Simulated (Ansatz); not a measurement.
Si: random displacements

Method: Ansatz 0.2.0, DFT r2SCAN, scalar-relativistic, plane waves, PAW. Cutoff 500 eV, Γ-centred 10×10×8 k-points, Gaussian smearing of 0.15 eV. No spin polarisation. Energies are free energies at this smearing, counted from the undisturbed cell; pressure is positive in compression.

Zero of the scan (relaxed at this level; this form isn't the usual structure):

```
Si
1.0
     4.60416   -2.45534    0.00000
     4.60416    2.45534    0.00000
     0.00000    0.00000    5.37528
Si
8
Direct
  0.49999 0.50001 0.77085
  0.50001 0.49999 0.22915
  0.00001 0.99999 0.27085
  0.99999 0.00001 0.72915
  0.72515 0.72515 0.50000
  0.22515 0.22515 0.00000
  0.27485 0.27485 0.50000
  0.77485 0.77485 0.00000
```

The atoms are displaced (Å, in the unstrained cell):

```csv
atom,ux,uy,uz
Si1,0.142,0.593,0.183
Si2,0.225,0.462,-0.372
Si3,-0.434,0.051,0.021
Si4,-0.472,-0.409,0.100
Si5,0.147,-0.205,0.026
Si6,0.035,-0.070,0.151
Si7,0.086,-0.396,-0.024
Si8,0.271,-0.025,-0.085
```

Strain (Voigt, engineering shear): (0.0223, -0.0668, -0.0162, 0.0003, 0.0246, 0.0849).

Question: What are the energy change, the stress and the forces?

Answer: ΔE = 2504.1 meV/atom; stress (xx, yy, zz, yz, xz, xy; compression positive) (44.12, 103.61, 53.05, -13.29, -0.36, -43.19) GPa.
```csv
atom,Fx (eV/Å),Fy,Fz
Si1,17.83,-42.42,-0.18
Si2,2.15,-5.65,8.95
Si3,2.57,4.76,3.72
Si4,-8.32,40.42,-17.95
Si5,-3.19,-1.85,-0.04
Si6,-0.68,1.04,0.28
Si7,0.58,2.75,-0.16
Si8,-10.94,0.94,5.39
```

Cost: 1 run of about 4.5 core-minutes, on Arm Neoverse V2 (shared hosts).